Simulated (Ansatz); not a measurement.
**Bi in Ansatz: the effect of functional**

Bi:

```
Bi
1.0
     2.25228    1.30036    3.91157
    -2.25228    1.30036    3.91157
     0.00000   -2.60071    3.91157
Bi
2
Direct
  0.76600 0.76600 0.76600
  0.23400 0.23400 0.23400
```

The cell isn't the ideal one: volume scaled by 0.98.

Alike in all runs:

| Item | Value |
| --- | --- |
| Program | Ansatz 0.2.0 |
| Task | single point |
| Potentials or basis | Ansatz PAW |
| k mesh | 7 × 7 × 7 |
| Occupations | fermi-dirac, width 0.05 eV |
| Spin | no spin polarisation |

| functional | cutoff | gap on the mesh (eV) | pressure (GPa) | largest force (eV/Å) |
| --- | --- | --- | --- | --- |
| LDA | 420 eV (not typed: the program's choice for these potentials) | 0.28 | -0.6 | 0.14 |
| r2SCAN | 500 eV (not typed: the program's choice for these potentials) | 0.30 | 2.3 | 0.12 |
| PBE | 420 eV (not typed: the program's choice for these potentials) | ? | ? | ? |

Problem. What does the run with functional PBE give?

Solution. gap on the mesh 0.27 eV; pressure 3.2 GPa; largest force 0.30 eV/Å.

Caveats: odd divisions of the mesh miss points on the zone boundary, where band edges often lie, so the gap on the mesh can be too wide; spin-orbit coupling is left out, which as a rule narrows the gap of such compounds by several tenths of an eV; the PAW data sets come from PBE, with cores solved anew for the run's functional, which leaves a small shift of forces and pressure (some runs).

A k mesh can miss the band edges.
